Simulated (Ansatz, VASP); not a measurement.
## Sn in VASP and in Ansatz

```
CELL_PARAMETERS angstrom
-2.06899 2.06899 1.69333
2.06899 -2.06899 1.69333
2.06899 2.06899 -1.69333
ATOMIC_POSITIONS crystal
Sn 0.00000 0.00000 0.00000
```

Change from the starting cell: volume scaled by 1.06.

Alike in both runs: task single point; functional PBEsol; k mesh 10 × 10 × 10; occupations methfessel-paxton of order 1, width 0.1 eV; no spin polarisation.

|  | VASP | Ansatz |
| --- | --- | --- |
| version | VASP 6.6.1 | Ansatz 0.2.0 |
| potentials or method | VASP PAW PBE potentials, release 64 (Sn_d), cutoff 520 eV | all-electron LAPW, scalar-relativistic |

|  | VASP | Ansatz | Ansatz less VASP |
| --- | --- | --- | --- |
| gap on the k mesh at the Fermi level (eV) | none | none | - |
| pressure (GPa) | -4.3 | -4.2 | +0.07 |
| largest component of the traceless stress (GPa) | 0.18 | 0.18 | +0.004 |

A gap of «none» marks a metal or a gap that the smearing closes. Ansatz ran all-electron here, so the differences hold the error of VASP's frozen core and of both bases.

Caveats: the PAW data sets were made with another functional, which shifts forces and pressure a little (VASP).
